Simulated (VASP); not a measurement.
Write the native input for VASP 6.6.1 that does the following.

```
Task                   : single point
Functional             : PBE
Potentials or basis    : VASP PAW PBE potentials, release 64 (S, Mg)
Cutoff                 : 520 eV
k mesh                 : 8 × 8 × 4
Occupations            : fermi-dirac, width 0.05 eV
Spin                   : no spin polarisation
Further INCAR settings : ALGO = Normal; EDIFF = 1e-07; NBANDS = 16
```

The structure of MgS lies in POSCAR:

```
MgS
1.0
    4.0346224068      0.0000000000      0.0000000000
   -2.0173112034      3.4940854990      0.0000000000
    0.0000000000      0.0000000000      6.4322941800
S Mg
2 2
Direct
    0.6617040000      0.3374660000      0.8723450000
    0.3364140000      0.6649440000      0.3715030000
    0.3340580000      0.6686330000      0.9975070000
    0.6644550000      0.3253470000      0.5008510000
```

The cell comes from a database or a generator and needn't be the stable form of this composition.

The cell isn't the ideal one: atoms moved at random, drawn with an rms of 0.05 Å.

The input as run:

INCAR

```
SYSTEM = MgS
ALGO = Normal
EDIFF = 1E-7
ENCUT = 520
GGA = PE
ISIF = 2
ISMEAR = -1
LASPH = .True.
LCHARG = .False.
LREAL = .False.
LWAVE = .False.
NBANDS = 16
NELM = 60
PREC = Accurate
SIGMA = 0.05
```

KPOINTS

```
k-points
0
Gamma
  8 8 4
  0 0 0
```

Potentials or basis: VASP PAW PBE potentials, release 64 (S, Mg).

The run is started by

```console
$ cat potpaw_PBE.64/S/POTCAR potpaw_PBE.64/Mg/POTCAR > POTCAR
$ mpirun -np 1 vasp_std > vasp.out
```

Results of the run:

| Quantity | Value |
| --- | --- |
| Pressure | 1.1 GPa |
| Largest force | 0.459 eV/Å |
| Band gap on the k mesh | 3.52 eV, direct |

Wall time 4.9 min on 1 thread of Intel(R) Xeon(R) Platinum 8375C CPU @ 2.90GHz (Ice Lake), on a shared host, peak memory 0.31 GiB.
